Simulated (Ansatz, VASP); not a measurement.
## Ru in VASP and in Ansatz

The input INCAR:

```
SYSTEM = Ru
PREC = Accurate ; ENCUT = 520
EDIFF = 1E-8 ; ISMEAR = -1
SIGMA = 0.03 ; LREAL = .False.
LASPH = .True. ; NELM = 60
ALGO = Normal ; ISIF = 2
LWAVE = .False. ; LCHARG = .False.
GGA = PS ; LEFG = .True.
NBANDS = 21
```

KPOINTS

```
regular mesh
0
Gamma
  14 14 8
  0 0 0
```

The input POSCAR:

```
Ru
1.0
    2.7057993342      0.0000000000      0.0000000000
   -1.3528996671      2.3432909610      0.0000000000
    0.0000000000      0.0000000000      4.2819000000
Ru
2
Direct
    0.3333333333      0.6666666667      0.2500000000
    0.6666666667      0.3333333333      0.7500000000
```

Input for Ansatz:

```yaml
crystal:
  lattice:
    - [2.7057993342, 0.0, 0.0]
    - [-1.3528996671, 2.343290961, 0.0]
    - [0.0, 0.0, 4.2819]
  atoms:
    - { symbol: Ru, position: [0.3333333333, 0.6666666667, 0.25] }
    - { symbol: Ru, position: [0.6666666667, 0.3333333333, 0.75] }
kpoints:
  mp_grid: { grid: [14, 14, 8] }
  band_path:
    path:
      - [0.0, 0.0, 0.0]
      - [0.5, 0.0, 0.0]
      - [0.3333333333, 0.3333333333, 0.0]
      - [0.0, 0.0, 0.0]
      - [0.0, 0.0, 0.5]
      - [0.5, 0.0, 0.5]
      - [0.3333333333, 0.3333333333, 0.5]
      - [0.0, 0.0, 0.5]
      - [0.5, 0.0, 0.5]
    npoints: 8
scf:
  occupations: { method: fermi_dirac, width: 0.03 }
hamiltonian:
  xc: pbesol
  pseudopotentials: { kind: all_electron, datasets: crystal }
output:
  forces: true
  stress: true
  eigenvalues: true
  efg: { contact_densities: true }
```

Alike in both runs: task electric field gradients; functional PBEsol; k mesh 14 × 14 × 8; occupations fermi-dirac, width 0.03 eV; no spin polarisation.

|  | VASP | Ansatz |
| --- | --- | --- |
| version | VASP 6.6.1 | Ansatz 0.2.0 |
| potentials or method | VASP PAW PBE potentials, release 64 (Ru_pv) | all-electron PAW with datasets made for the crystal, scalar-relativistic |
| plane-wave cutoff (eV) | 520 | see its input |

Ansatz gave:

| Item | Value |
| --- | --- |
| pressure (GPa) | -6.3 |
| largest component of the traceless stress (GPa) | 1.40 |
| Vzz of the field gradient on the site that differs most (V/Å²) | -10.6 |

Q: What did VASP give for the same quantities?

A: Pressure (GPa): -6.3; largest component of the traceless stress (GPa): 1.37; Vzz of the field gradient on the site that differs most (V/Å²): -13.3.

Ansatz ran all-electron here, so the differences hold the error of VASP's frozen core and of both bases. Ansatz warned: «gradients_without_spin_orbit».

Caveats: the PAW data sets were made with another functional, which shifts forces and pressure a little (VASP).
